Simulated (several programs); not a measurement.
Many methods on one cell: CsPbCl3 (Pm-3m)

CsPbCl3 (started from an entry of an open crystallographic database), relaxed with r2SCAN in Ansatz, was computed with several methods. It is cubic, Pm-3m (No. 221); a = 5.677 Å in the conventional setting, 36.59 Å³ an atom. Cs has 12 Cl at 4.01 Å; Pb has 6 Cl at 2.84 Å; Cl has 2 Pb at 2.84 Å and 4 Cs at 4.01 Å. (Simulation; spin polarisation is off.)

Space group Pm-3m (No. 221). a = 5.677 Å, b = 5.677 Å, c = 5.677 Å, α = 90.00°, β = 90.00°, γ = 90.00°

| atom | site | symmetry | x | y | z |
| --- | --- | --- | --- | --- | --- |
| Cs | 1a | m-3m | 0.0000 | 0.0000 | 0.0000 |
| Pb | 1b | m-3m | 0.5000 | 0.5000 | 0.5000 |
| Cl | 3c | 4/mm.m | 0.5000 | 0.5000 | 0.0000 |

Gaps and times are for a single point on this cell; volume and bulk modulus come from each method's own relaxation or energy curve at fixed shape. Times are rough, from shared hosts (AMD EPYC 7R13 Processor; Arm Neoverse V1; NVIDIA H100 80GB HBM3), and each method has its own mesh and cell size. A star marks a curve whose lowest point is an end point. PM6 (MOPAC), PM7 (MOPAC), GFN1-xTB (tblite), GFN2-xTB (tblite) treat a cluster of cells at its zone centre, which samples few k points: where these miss a band edge, the gap comes out too large for that reason alone. Gaps from k meshes are read at a limited set of points (mesh, symmetry points, PBE's band edges), so each method's own least gap may be somewhat smaller. xTB and the PM methods were fitted mostly to molecules, and can miss a solid's gap by electronvolts. Minimal bases can be far off for gaps. Times of the plane-wave rungs are withheld (a dash), since they come from other jobs, hosts and meshes; the meshes of hybrids and Hartree-Fock don't converge their gaps to the digits shown. d marks a direct gap, i an indirect one (no mark: not told apart), a dash a value that wasn't computed or didn't pass its checks.

```json
{"method": "PBEsol", "kind": "semilocal", "gap (eV)": "–", "own volume (Å³/atom)": "35.61", "bulk modulus (GPa)": "–", "atoms computed": "5", "processor time": "–"}
{"method": "light PBE (260 eV, its own mesh)", "kind": "light plane-wave", "gap (eV)": "2.07 d", "own volume (Å³/atom)": "–", "bulk modulus (GPa)": "–", "atoms computed": "5", "processor time": "1.4 s"}
{"method": "GFN1-xTB (tblite)", "kind": "tight binding", "gap (eV)": "3.36", "own volume (Å³/atom)": "33.01*", "bulk modulus (GPa)": "–", "atoms computed": "cluster", "processor time": "1.9 s"}
{"method": "GFN2-xTB (tblite)", "kind": "tight binding", "gap (eV)": "4.24", "own volume (Å³/atom)": "–", "bulk modulus (GPa)": "–", "atoms computed": "cluster", "processor time": "2.6 s"}
{"method": "PM6 (MOPAC)", "kind": "semi-empirical", "gap (eV)": "4.22", "own volume (Å³/atom)": "–", "bulk modulus (GPa)": "–", "atoms computed": "cluster", "processor time": "3.1 s"}
{"method": "PM7 (MOPAC)", "kind": "semi-empirical", "gap (eV)": "8.93", "own volume (Å³/atom)": "–", "bulk modulus (GPa)": "–", "atoms computed": "cluster", "processor time": "3.3 s"}
{"method": "LDA", "kind": "semilocal", "gap (eV)": "1.89 d", "own volume (Å³/atom)": "33.80", "bulk modulus (GPa)": "–", "atoms computed": "5", "processor time": "–"}
{"method": "PBE", "kind": "semilocal", "gap (eV)": "2.09 d", "own volume (Å³/atom)": "37.83", "bulk modulus (GPa)": "22", "atoms computed": "5", "processor time": "–"}
{"method": "PBE/SZV (CP2K)", "kind": "small basis", "gap (eV)": "1.86 d", "own volume (Å³/atom)": "38.58", "bulk modulus (GPa)": "25", "atoms computed": "5", "processor time": "9.1 s"}
{"method": "r2SCAN", "kind": "semilocal", "gap (eV)": "2.46 d", "own volume (Å³/atom)": "36.59", "bulk modulus (GPa)": "25", "atoms computed": "5", "processor time": "–"}
{"method": "PBE+SOC", "kind": "semilocal", "gap (eV)": "0.86 d", "own volume (Å³/atom)": "–", "bulk modulus (GPa)": "–", "atoms computed": "5", "processor time": "–"}
{"method": "PBE/DZVP (CP2K)", "kind": "small basis", "gap (eV)": "1.99 d", "own volume (Å³/atom)": "37.64", "bulk modulus (GPa)": "22", "atoms computed": "5", "processor time": "19 s"}
{"method": "r2SCAN0", "kind": "hybrid", "gap (eV)": "3.70 d", "own volume (Å³/atom)": "–", "bulk modulus (GPa)": "–", "atoms computed": "5", "processor time": "–"}
{"method": "PBE0", "kind": "hybrid", "gap (eV)": "3.44 d", "own volume (Å³/atom)": "–", "bulk modulus (GPa)": "–", "atoms computed": "5", "processor time": "–"}
{"method": "HSE06", "kind": "hybrid", "gap (eV)": "2.79 d", "own volume (Å³/atom)": "–", "bulk modulus (GPa)": "–", "atoms computed": "5", "processor time": "–"}
{"method": "DDH-PBE0", "kind": "hybrid", "gap (eV)": "3.51 d", "own volume (Å³/atom)": "–", "bulk modulus (GPa)": "–", "atoms computed": "5", "processor time": "–"}
```

Against HSE06 (2.79 eV) the nearest gap at the points sampled is that of r2SCAN (-0.32 eV) and the farthest that of PM7 (MOPAC) (+6.15 eV). HSE06 is only a yardstick of convenience, and nearness to it can be luck.

Volumes against r2SCAN's: PBEsol -2.7 %, LDA -7.6 %, PBE +3.4 %, PBE/SZV (CP2K) +5.5 %, PBE/DZVP (CP2K) +2.9 %.

Runs without a result: GLLB-SC (GPAW) (single point).

Only the rows marked +SOC include spin-orbit coupling.
